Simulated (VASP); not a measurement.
A run of VASP 6.6.1 is set up as follows.

INCAR

```
SYSTEM = Si
ALGO     = Normal         ! electronic algorithm
BPARAM   = 11.95        
CPARAM   = 0.0093       
EDIFF    = 1E-6           ! SCF threshold, eV
EDIFFG   = -0.005         ! ionic threshold
ENCUT    = 600            ! plane-wave cutoff, eV
IBRION   = 2              ! ionic algorithm
ISIF     = 3              ! what is computed and relaxed
ISMEAR   = 0              ! smearing method
IVDW_NL  = 2            
LASPH    = .True.         ! aspherical terms in the spheres
LCHARG   = .False.        ! write CHGCAR
LMIXTAU  = .True.       
LREAL    = .False.        ! projectors in reciprocal space
LUSE_VDW = .True.       
LWAVE    = .False.        ! write WAVECAR
METAGGA  = R2SCAN         ! meta-GGA
NELM     = 120            ! most SCF steps
NSW      = 60             ! ionic steps
PREC     = Accurate       ! precision mode
SIGMA    = 0.02           ! smearing width, eV
```

The input KPOINTS:

```
k-points
0
Gamma
  10 10 10
  0 0 0
```

File POSCAR:

```
Si
1.0
    0.0000000000      2.7200000000      2.7200000000
    2.7200000000      0.0000000000      2.7200000000
    2.7200000000      2.7200000000      0.0000000000
Si
2
Direct
    0.0000000000      0.0000000000      0.0000000000
    0.2500000000      0.2500000000      0.2500000000
```

Potentials or basis: VASP PAW PBE potentials, release 64 (Si).

Command:

```console
$ cat potpaw_PBE.64/Si/POTCAR > POTCAR
$ mpirun -np 1 vasp_std > vasp.out
```

Question: Predict the relaxed volume.

Answer: 20.03 Å³/atom.

Question: What does it give for the space group after relaxing (to 0.05 Å)?

Answer: Fd-3m (No. 227).

The path:
```csv
step,energy change (eV),largest force (eV/Å),pressure (GPa),volume (Å³)
1,0.0000,0.0000,-0.44,40.25
2,-0.0001,0.0000,0.33,39.93
3,-0.0003,0.0000,0.01,40.05
```

Caveat: the PAW data sets were made with another functional, which shifts forces and pressure a little.
